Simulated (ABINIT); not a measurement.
Input of an ABINIT 10.8.3 (patched build) run:

Contents of run.abi:

```
pp_dirpath "./"
pseudos "Ru.upf, Al.upf"

acell 3*1.0
rprim
    -2.9487695007     2.9487695007     7.9780563165
     2.9487695007    -2.9487695007     7.9780563165
     2.9487695007     2.9487695007    -7.9780563165
ntypat 2
znucl 44 13
natom 3
typat 1 2 2
xcart
     0.0000000000     0.0000000000     0.0000000000
     0.0000000000     0.0000000000     5.4378082414
     0.0000000000     0.0000000000    10.5183043916

ecut 35.0

kptopt 1
ngkpt 9 9 9
nshiftk 1
shiftk 0.0 0.0 0.0

ixc 7

nband 15
occopt 3
tsmear 0.00183747

nstep 100
tolvrs 1.0e-10

iomode 3
prtwf 0
prtden 0
prteig 0
prtebands 0
```

Potentials or basis: PseudoDojo NC SR LDA v0.4.1 standard.

Run with:

```bash
$ mpirun --bind-to none -np 4 abinit run.abi > log 2>&1
```

(1) Predict the largest force.

(2) Predict the band gap on the k mesh.

Answers

(1) 0.143 eV/Å.

(2) none (metal or under the smearing width).
